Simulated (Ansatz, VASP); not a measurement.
**Hf: 4 runs at one level of theory**

The starting cell:

```xyz
2
Lattice="3.1967 0.0000 0.0000 -1.5983 2.7684 0.0000 0.0000 0.0000 5.0578" Properties=species:S:1:pos:R:3 pbc="T T T"
Hf    1.5984    0.9228    3.7934
Hf    0.0000    1.8456    1.2645
```

Alike in all runs: task relaxation of cell and atoms; functional PBE; k mesh 10 × 10 × 5; occupations fermi-dirac, width 0.05 eV; no spin polarisation; no spin-orbit coupling.

```tsv
program and potentials	plane-wave cutoff (eV)	notes	equilibrium volume (Å³/atom)
VASP, PBE PAW files Hf_pv, release 54, 600 eV	600	10 valence electrons an atom on average	22.42
VASP, PBE PAW files Hf_sv_GW, 600 eV	600	12 valence electrons an atom on average	22.45
Ansatz, all-electron LAPW, scalar-relativistic	-	-	22.51
VASP, PBE PAW files Hf, release 54, 600 eV	600	4 valence electrons an atom on average	22.25
```

The equilibrium volume spans 22.25 (VASP, PBE PAW files Hf, release 54, 600 eV) to 22.51 Å³/atom (Ansatz, all-electron LAPW, scalar-relativistic), with all-electron results at 22.51. Relaxations stop with a little pressure left, so the last digit of a volume isn't settled.

The functional is the same throughout but for its coding, so the spread measures potentials, basis and numerics; runs on potential files found faulty are left out.

The computed volume of hafnium depends only weakly on the potential, but it rises towards the all-electron value as more electrons are treated as valence. The clearest step is from 4 to 10 valence electrons, which takes the volume from 22.25 to 22.42 Å³/atom. That step brings the filled 5p shell into the valence space. This shell is spatially extended and overlaps the 5d orbitals that carry much of the metallic bonding, so freezing it in its atomic form probably misrepresents the short-range repulsion between neighbouring atoms. Differences in how the potentials were constructed, such as core radii and projectors, may also contribute.

Going on to 12 electrons adds the deeper and more compact 5s shell and changes the volume little, too little to establish a separate 5s effect. The small remaining gap to the all-electron result could reflect the frozen 4f shell or basis and numerical differences. Agreement between potentials doesn't show how accurately PBE itself describes the metal.
